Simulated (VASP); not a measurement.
# Ga7As8 (a cell with a defect) in VASP: notebook

One crystal, Ga7As8 (a cell with a defect), is run at these levels: PBE; tasks: single point.

Program: VASP 6.6.1. These are calculated values, not measurements. Logs are shortened: lines on timing, memory, paths and dates and some standing lists are left out, and cuts for length are marked.

## (1) The structure

The cell holds a defect, 15 atoms: a = 8.067 Å, b = 8.067 Å, c = 8.067 Å, α = 60.00°, β = 60.00°, γ = 60.00°.

## (2) Single point, PBE

Contents of INCAR:

```
PREC = Accurate ; ENCUT = 520
EDIFF = 1E-7 ; ISMEAR = -1
SIGMA = 0.1 ; LREAL = Auto
LASPH = T ; NELM = 100
ALGO = Fast ; ISIF = 2
LWAVE = F ; LCHARG = T
GGA = PE ; LELF = T
LVHAR = T ; NBANDS = 78
```

Contents of KPOINTS:

```
Automatic mesh
0
Gamma
  2 2 2
```

Contents of POSCAR:

```
Ga7As8
1.0
    0.0000000000      5.7042760000      5.7042760000
    5.7042760000      0.0000000000      5.7042760000
    5.7042760000      5.7042760000      0.0000000000
Ga As
7 8
Direct
   -0.0017009170      0.0028558401     -0.0024833125
   -0.0018100457      0.0029320110      0.5029323616
    0.0009146647      0.5003201984      0.0001184199
   -0.0018143407      0.4974856581      0.5029633033
    0.5035670609      0.0028868694     -0.0025388849
    0.5036286814      0.4975988189     -0.0025575551
    0.5036477022      0.4975889140      0.5029540120
    0.1262123361      0.1242653757      0.1255579148
    0.1414367923      0.1200142665      0.6200654562
    0.1262695739      0.6255104942      0.1255890318
    0.1262828096      0.6255684332      0.6241491471
    0.6208480270      0.1201399617      0.1403805671
    0.6207248738      0.1201314593      0.6199998037
    0.6248991984      0.6255369656      0.1255862269
    0.6207148813      0.6409724915      0.6199752607
```

Potentials or basis: VASP PAW PBE potentials, release 64 (Ga_d, As).

The run is started by

```console
$ cat potpaw_PBE.64/Ga_d/POTCAR potpaw_PBE.64/As/POTCAR > POTCAR
$ mpirun -np 1 vasp_std > vasp.out
```

OUTCAR:

```text
PREC = Accurate
   ENCUT = 520
   EDIFF = 1E-7
   ISMEAR = -1
   LREAL = Auto
   LASPH = T
   NELM = 100
   ISIF = 2
   GGA = PE

 ion  position               nearest neighbor table
   1  0.998  0.003  0.998-  10 2.49   8 2.49  12 2.49   9 2.49
   2  0.998  0.003  0.503-  11 2.49   8 2.49   9 2.49  13 2.49
   3  0.001  0.500  0.000-  11 2.48  14 2.48  10 2.48   8 2.48
   4  0.998  0.497  0.503-  11 2.49  10 2.49   9 2.49  15 2.49
   5  0.504  0.003  0.997-  14 2.49   8 2.49  12 2.49  13 2.49
   6  0.504  0.498  0.997-  14 2.49  10 2.49  12 2.49  15 2.49
   7  0.504  0.498  0.503-  11 2.49  14 2.49  13 2.49  15 2.49
   8  0.126  0.124  0.126-   3 2.48   5 2.49   1 2.49   2 2.49
   9  0.141  0.120  0.620-   1 2.49   2 2.49   4 2.49
  10  0.126  0.626  0.126-   3 2.48   1 2.49   6 2.49   4 2.49
  11  0.126  0.626  0.624-   3 2.48   2 2.49   7 2.49   4 2.49
  12  0.621  0.120  0.140-   1 2.49   5 2.49   6 2.49
  13  0.621  0.120  0.620-   5 2.49   7 2.49   2 2.49
  14  0.625  0.626  0.126-   3 2.48   5 2.49   6 2.49   7 2.49
  15  0.621  0.641  0.620-   6 2.49   7 2.49   4 2.49

  LATTYP: Found a face centered cubic cell.
 ALAT       =    11.4085520000

  Lattice vectors:

 A1 = (   0.0000000000,   5.7042760000,   5.7042760000)
 A2 = (   5.7042760000,   0.0000000000,   5.7042760000)
 A3 = (   5.7042760000,   5.7042760000,   0.0000000000)

Analysis of symmetry for initial positions (statically):
=====================================================================
 Subroutine PRICEL returns:
 Original cell was already a primitive cell.

 Routine SETGRP: Setting up the symmetry group for a
 face centered cubic supercell.

 Subroutine GETGRP returns: Found  1 space group operations
 (whereof  1 operations were pure point group operations)
 out of a pool of 48 trial point group operations.

The static configuration has the point symmetry C_1 .

Analysis of symmetry for dynamics (positions and initial velocities):
=====================================================================
 Subroutine PRICEL returns:
 Original cell was already a primitive cell.

 Routine SETGRP: Setting up the symmetry group for a
 face centered cubic supercell.

 Subroutine GETGRP returns: Found  1 space group operations
 (whereof  1 operations were pure point group operations)
 out of a pool of 48 trial point group operations.

The dynamic configuration has the point symmetry C_1 .

 Subroutine INISYM returns: Found  1 space group operations
 (whereof  1 operations are pure point group operations),
 and found     1 'primitive' translations

----------------------------------------------------------------------------------------

                                     Primitive cell

  volume of cell :     371.2202

  direct lattice vectors                    reciprocal lattice vectors
     0.000000000  5.704276000  5.704276000    -0.087653543  0.087653543  0.087653543
     5.704276000  0.000000000  5.704276000     0.087653543 -0.087653543  0.087653543
     5.704276000  5.704276000  0.000000000     0.087653543  0.087653543 -0.087653543

  length of vectors
     8.067064483  8.067064483  8.067064483     0.151820389  0.151820389  0.151820389

  position of ions in fractional coordinates (direct lattice)
     0.998299083  0.002855840  0.997516688
     0.998189954  0.002932011  0.502932362
     0.000914665  0.500320198  0.000118420
     0.998185659  0.497485658  0.502963303
     0.503567061  0.002886869  0.997461115
     0.503628681  0.497598819  0.997442445
     0.503647702  0.497588914  0.502954012
     0.126212336  0.124265376  0.125557915
     0.141436792  0.120014267  0.620065456
     0.126269574  0.625510494  0.125589032
     0.126282810  0.625568433  0.624149147
     0.620848027  0.120139962  0.140380567
     0.620724874  0.120131459  0.619999804
     0.624899198  0.625536966  0.125586227
     0.620714881  0.640972492  0.619975261

  ion indices of the primitive-cell ions
   primitive index   ion index
                 1           1
                 2           2
                 3           3
                 4           4
                 5           5
                 6           6
                 7           7
                 8           8
                 9           9
                10          10
                11          11
                12          12
                13          13
                14          14
                15          15

----------------------------------------------------------------------------------------

 KPOINTS: Automatic mesh

Automatic generation of k-mesh.
 Grid dimensions read from file:
 generate k-points for:    2    2    2

 Generating k-lattice:

  Cartesian coordinates                     Fractional coordinates (reciprocal lattice)
    -0.043826771  0.043826771  0.043826771     0.500000000  0.000000000  0.000000000
     0.043826771 -0.043826771  0.043826771     0.000000000  0.500000000  0.000000000
     0.043826771  0.043826771 -0.043826771     0.000000000  0.000000000  0.500000000

  Length of vectors
     0.075910195  0.075910195  0.075910195

  Shift w.r.t. Gamma in fractional coordinates (k-lattice)
     0.000000000  0.000000000  0.000000000

 Subroutine IBZKPT returns following result:
 ===========================================

 Found      8 irreducible k-points:

 Following reciprocal coordinates:
            Coordinates               Weight
  0.000000  0.000000  0.000000      1.000000
  0.500000  0.000000  0.000000      1.000000
  0.000000  0.500000  0.000000      1.000000
  0.000000  0.000000  0.500000      1.000000
  0.500000  0.500000  0.500000      1.000000
  0.500000  0.500000  0.000000      1.000000
  0.000000  0.500000  0.500000      1.000000
  0.500000  0.000000  0.500000      1.000000
   k-points           NKPTS =      8   k-points in BZ     NKDIM =      8   number of bands    NBANDS=     78
   number of dos      NEDOS =    301   number of ions     NIONS =     15
   total plane-waves  NPLWV = 216000
   dimension x,y,z NGX =    60 NGY =   60 NGZ =   60
   dimension x,y,z NGXF=   120 NGYF=  120 NGZF=  120
   ions per type =               7   8
   NGX,Y,Z   is equivalent  to a cutoff of  12.36, 12.36, 12.36 a.u.
   NGXF,Y,Z  is equivalent  to a cutoff of  24.73, 24.73, 24.73 a.u.
 SYSTEM =  unknown system
   PREC   = accura    normal or accurate (medium, high low for compatibility)
   ISTART =      0    job   : 0-new  1-cont  2-samecut
   ICHARG =      2    charge: 1-file 2-atom 10-const
   ISPIN  =      1    spin polarized calculation?
   LNONCOLLINEAR =      F non collinear calculations
   LSORBIT =      F    spin-orbit coupling
   LASPH  =      T    aspherical Exc in radial PAW
   ENCUT  =  520.0 eV  38.22 Ry    6.18 a.u.  15.00 15.00 15.00*2*pi/ulx,y,z
   NELM   =    100;   NELMIN=  2; NELMDL= -5     # of ELM steps
   EDIFF  = 0.1E-06   stopping-criterion for ELM
   LREAL  =      T    real-space projection
   EDIFFG = 0.1E-05   stopping-criterion for IOM
   NSW    =      0    number of steps for IOM
   IBRION =     -1    ionic relax: 0-MD 1-quasi-New 2-CG
   NFREE  =      0    steps in history (QN), initial steepest desc. (CG)
   ISIF   =      2    stress and relaxation
   ISYM   =      2    0-nonsym 1-usesym 2-fastsym
   POTIM  = 0.5000    time-step for ionic-motion
   TEBEG  =    0.0;   TEEND  =   0.0 temperature during run
   PSTRESS=    0.0 pullay stress
   NELECT =     131.0000    total number of electrons
   NUPDOWN=      -1.0000    fix difference up-down
   EMIN   =  10.00;   EMAX   =-10.00  energy-range for DOS
   EFERMI =   0.00;   METHOD = LEGACY
   ISMEAR =    -1;   SIGMA  =   0.10  broadening in eV -4-tet -1-fermi 0-gaus
   EFERMI_NEDOS =   21; number of points for ismear=-14 and -15
   IALGO  =     68    algorithm
   IMIX   =      4    mixing-type and parameters
     AMIX     =   0.40;   BMIX     =  1.00
     AMIX_MAG =   1.60;   BMIX_MAG =  1.00
  volume/ion in A,a.u.               =      24.75       167.01
  Fermi-wavevector in a.u.,A,eV,Ry     =   1.156879  2.186185 18.209627  1.338370
  Thomas-Fermi vector in A             =   2.293496
   LORBIT       =      0    0 simple, 1 ext, 2 COOP (PROOUT), +10 PAW based schemes
   GGA     = PE    functional components
   LHFCALC =     F    Hartree Fock is set to
   AEXX    =    0.0000 exact exchange contribution
   IVDW    =     0    specifies the selected vdW correction
   LEPSILON=     F    determine dielectric tensor
   LRPA    =     F    only Hartree local field effects (RPA)
 non-spin polarized calculation
 RMM-DIIS sequential band-by-band and
  energy-cutoff  :      520.00
  volume of cell :      371.22
 maximum number of plane-waves:     10002
 NGX is ok and might be reduce to    60
   NGX = 29   NGY = 29   NGZ = 29

 number of electron     131.0000005 magnetization

 Free energy of the ion-electron system (eV)
  ---------------------------------------------------
  ext. energy  EPLUGINS =         0.00000000
  ---------------------------------------------------
  free energy    TOTEN  =       -59.46973614 eV

  energy without entropy =      -59.27265382  energy(sigma->0) =      -59.37119498

 E-fermi :   3.0241     XC(G=0):  -9.1904

 val. band max:        2.9341271535   @ k =   0.5000   0.5000   0.0000
 cond. band min:       3.2226895545   @ k =   0.5000   0.0000   0.0000
 fundamental gap:      0.2885624010
 Fermi energy:         3.0241468423

 k-point     1 :       0.0000    0.0000    0.0000
  band No.  band energies     occupation
      1     -11.6923      2.00000
      2     -11.6923      2.00000
      3     -11.6922      2.00000
      4     -11.6825      2.00000
      5     -11.6493      2.00000
      6     -11.6491      2.00000
[... 69 lines left out ...]
     76       5.0886      0.00000
     77       5.0893      0.00000

 k-point     2 :       0.5000    0.0000    0.0000
  band No.  band energies     occupation
      1     -11.6859      2.00000
      2     -11.6808      2.00000
      3     -11.6808      2.00000
      4     -11.6738      2.00000
      5     -11.6561      2.00000
      6     -11.6559      2.00000
[... 69 lines left out ...]
     76       7.8004      0.00000
     77       7.8205      0.00000

 k-point     3 :       0.0000    0.5000    0.0000
  band No.  band energies     occupation
      1     -11.6859      2.00000
      2     -11.6808      2.00000
      3     -11.6808      2.00000
      4     -11.6738      2.00000
      5     -11.6561      2.00000
      6     -11.6559      2.00000
[... 69 lines left out ...]
     76       7.7985      0.00000
     77       7.8233      0.00000

 k-point     4 :       0.0000    0.0000    0.5000
  band No.  band energies     occupation
      1     -11.6859      2.00000
      2     -11.6808      2.00000
      3     -11.6808      2.00000
      4     -11.6739      2.00000
      5     -11.6559      2.00000
      6     -11.6558      2.00000
[... 69 lines left out ...]
     76       7.7825      0.00000
     77       7.8233      0.00000

 k-point     5 :       0.5000    0.5000    0.5000
  band No.  band energies     occupation
      1     -11.6859      2.00000
      2     -11.6808      2.00000
      3     -11.6808      2.00000
      4     -11.6738      2.00000
      5     -11.6561      2.00000
      6     -11.6558      2.00000
[... 69 lines left out ...]
     76       7.7978      0.00000
     77       7.8385      0.00000

 k-point     6 :       0.5000    0.5000    0.0000
  band No.  band energies     occupation
      1     -11.6823      2.00000
      2     -11.6822      2.00000
      3     -11.6714      2.00000
      4     -11.6700      2.00000
      5     -11.6529      2.00000
      6     -11.6483      2.00000
[... 69 lines left out ...]
     76       7.6587      0.00000
     77       8.0343      0.00000

 k-point     7 :       0.0000    0.5000    0.5000
  band No.  band energies     occupation
      1     -11.6823      2.00000
      2     -11.6822      2.00000
      3     -11.6714      2.00000
      4     -11.6700      2.00000
      5     -11.6529      2.00000
      6     -11.6482      2.00000
[... 69 lines left out ...]
     76       7.7462      0.00000
     77       8.0361      0.00000

 k-point     8 :       0.5000    0.0000    0.5000
  band No.  band energies     occupation
      1     -11.6823      2.00000
      2     -11.6822      2.00000
      3     -11.6714      2.00000
      4     -11.6700      2.00000
      5     -11.6529      2.00000
      6     -11.6483      2.00000
[... 69 lines left out ...]
     76       7.7657      0.00000
     77       8.0338      0.00000
 [bands above 77 left out]

------------------------ aborting loop because EDIFF is reached ----------------------------------------

  FORCE on cell =-STRESS in cart. coord.  units (eV):
  Direction    XX          YY          ZZ          XY          YZ          ZX
  --------------------------------------------------------------------------------------
  -------------------------------------------------------------------------------------
  Total       -0.8163397     -0.8268195     -0.8235171      0.0021209     -0.0053676     -0.0062613
  in kB       -3.5233022     -3.5685330     -3.5542800      0.0091536     -0.0231666     -0.0270237
  external PRESSURE =      -3.5487050 kB  Pullay stress =       0.0000000 kB

 VOLUME and BASIS-vectors are now :
 -----------------------------------------------------------------------------
  energy-cutoff  :      520.00
  volume of cell :      371.22
      direct lattice vectors                 reciprocal lattice vectors
     0.000000000  5.704276000  5.704276000    -0.087653543  0.087653543  0.087653543
     5.704276000  0.000000000  5.704276000     0.087653543 -0.087653543  0.087653543
     5.704276000  5.704276000  0.000000000     0.087653543  0.087653543 -0.087653543

 POSITION                                       TOTAL-FORCE (eV/Angst)
 -----------------------------------------------------------------------------------
      5.70640     11.38468      5.71086         0.000717     -0.001437      0.001003
      2.88559      8.56282      5.71068         0.001869      0.000426      0.000805
      2.85464      0.00589      2.85918        -0.001063      0.002700     -0.001392
      5.70684      8.56297      8.53172        -0.000257      0.000369     -0.001403
      5.70626      8.56228      2.88895         0.000875      0.000711      0.003125
      8.52813      8.56252      5.71128        -0.002488      0.000496      0.000603
      5.70737      5.74193      5.71133         0.000395      0.002578      0.000426
      1.42506      1.43617      1.42879         0.000141     -0.006446      0.000396
      4.22162      4.34382      1.49139        -0.005004      0.008684      0.009860
      4.28448      1.43667      4.28836        -0.000430     -0.003118     -0.002157
      7.12873      4.28067      4.28877         0.000340      0.000814     -0.006370
      1.48608      4.34226      4.22680         0.011639      0.009229     -0.004990
      4.22191      7.07744      4.22605        -0.008519     -0.008031     -0.007749
      4.28461      4.28098      7.13283        -0.006286     -0.000920      0.000020
      7.19279      7.07724      7.19701         0.008072     -0.006054      0.007824
 -----------------------------------------------------------------------------------
    total drift:                               -0.001683     -0.010817     -0.005955

  FREE ENERGIE OF THE ION-ELECTRON SYSTEM (eV)
  ---------------------------------------------------
  free  energy   TOTEN  =       -59.4697361414 eV

  energy  without entropy=      -59.2726538170  energy(sigma->0) =      -59.37119498
```

It took 4.4 min on 1 thread of Intel Xeon 6975P-C (Granite Rapids), shared host; peak memory 0.54 GiB.

Results:

```yaml
Free_energy: -59.4697 eV
Pressure: -0.4 GPa
Largest_force: 0.016 eV/Å
Band_gap_on_the_k_mesh: none (metal or under the smearing width)
```

Forces on the atoms (eV/Å):
```
Ga   0.001 -0.001  0.001
Ga   0.002  0.000  0.001
Ga  -0.001  0.003 -0.001
Ga   0.000  0.000 -0.001
Ga   0.001  0.001  0.003
Ga  -0.002  0.000  0.001
Ga   0.000  0.003  0.000
As   0.000 -0.006  0.000
As  -0.005  0.009  0.010
As   0.000 -0.003 -0.002
As   0.000  0.001 -0.006
As   0.012  0.009 -0.005
As  -0.009 -0.008 -0.008
As  -0.006 -0.001  0.000
As   0.008 -0.006  0.008
```

Caveat: the k mesh is coarse (spacing up to 0.48 Å⁻¹), so the values aren't converged.

## (3) Single point, PBE

Contents of INCAR:

```
SYSTEM = Ga7As8
PREC = Accurate
ENCUT = 520
EDIFF = 1E-6
ISMEAR = -1
SIGMA = 0.1
LREAL = Auto
LASPH = .TRUE.
NELM = 100
ALGO = Fast
ISIF = 2
LWAVE = .FALSE.
LCHARG = .FALSE.
GGA = PE
NBANDS = 78
```

Contents of KPOINTS:

```
Automatic mesh
0
G
  2 2 2
  0 0 0
```

Contents of POSCAR:

```
Ga7As8
1.0
    0.0000000000      5.7042760000      5.7042760000
    5.7042760000      0.0000000000      5.7042760000
    5.7042760000      5.7042760000      0.0000000000
Ga As
7 8
Direct
   -0.0018655303      0.0386908873     -0.0317848400
    0.0021873942     -0.0013369795      0.4993144616
   -0.0071392934      0.5138759941      0.0027308461
    0.0268286457      0.4662160456      0.5086673576
    0.4973053548      0.0386787035     -0.0318128015
    0.4543058576      0.5991859440     -0.0054676527
    0.5006131365      0.4662128025      0.5086737563
    0.1193433663      0.1403069382      0.1233447505
    0.1936431547      0.0940638216      0.5995658345
    0.0867558828      0.6625023929      0.1373612532
    0.1256723027      0.6224399906      0.6285464623
    0.6308496468      0.2237573182      0.0168576170
    0.6150703437      0.0940571599      0.5995446223
    0.6157105652      0.6624993251      0.1373625680
    0.6556868041      0.5062780097      0.6846719023
```

Potentials or basis: VASP PAW PBE potentials, release 64 (Ga_d, As).

The run is started by

```console
$ cat potpaw_PBE.64/Ga_d/POTCAR potpaw_PBE.64/As/POTCAR > POTCAR
$ mpirun -np 1 vasp_std > vasp.out
```

Wall time 4 min (1 thread of Intel Xeon 6975P-C (Granite Rapids), shared host); peak memory 0.54 GiB.

It converged, with:

```
Free energy            : -59.9514 eV
Pressure               : 0.3 GPa
Largest force          : 0.310 eV/Å
Band gap on the k mesh : none (metal or under the smearing width)
```

Forces in eV/Å, atoms in the order of the input:
```
Ga  -0.032  0.019  0.012
Ga   0.022 -0.027  0.027
Ga  -0.008 -0.030  0.030
Ga   0.039 -0.038  0.016
Ga  -0.031 -0.013 -0.021
Ga  -0.064  0.214 -0.215
Ga   0.039 -0.015  0.039
As  -0.016 -0.016  0.023
As   0.014 -0.030  0.043
As  -0.015 -0.002 -0.018
As   0.018 -0.020  0.013
As  -0.029  0.124 -0.119
As   0.010 -0.046  0.036
As  -0.015  0.019  0.000
As   0.068 -0.138  0.134
```

Stress tensor (GPa, compression positive):
```
 1.41 -0.32  0.32
-0.32 -0.23 -0.57
 0.32 -0.57 -0.22
```

Levels at points of the mesh, in eV from the Fermi level:
| k point | band 62 | band 63 | band 64 | band 65 | band 66 | band 67 | band 68 | band 69 |
| --- | --- | --- | --- | --- | --- | --- | --- | --- |
| (0.00, 0.00, 0.00) | -0.51 | -0.44 | -0.28 | -0.07 | 0.23 | 0.80 | 0.94 | 1.24 |
| (0.50, 0.00, 0.00) | -1.15 | -0.99 | -0.63 | -0.42 | -0.32 | 1.33 | 1.73 | 2.04 |
| (0.00, 0.50, 0.00) | -1.24 | -0.82 | -0.58 | -0.31 | 0.26 | 1.28 | 1.81 | 1.87 |
| (0.00, 0.00, 0.50) | -1.28 | -0.76 | -0.50 | -0.37 | 0.27 | 1.28 | 1.57 | 1.87 |
| (0.50, 0.50, 0.50) | -1.15 | -0.99 | -0.63 | -0.42 | -0.32 | 1.33 | 1.73 | 2.04 |
| (0.50, 0.50, 0.00) | -1.12 | -1.06 | -0.79 | -0.63 | -0.51 | 2.13 | 2.26 | 2.52 |
| (0.00, 0.50, 0.50) | -1.31 | -1.21 | -0.98 | -0.62 | 0.05 | 1.65 | 2.03 | 2.24 |
| (0.50, 0.00, 0.50) | -1.12 | -1.06 | -0.79 | -0.63 | -0.51 | 2.13 | 2.26 | 2.52 |

Caveat: the k mesh is coarse (spacing up to 0.48 Å⁻¹), so the values aren't converged.
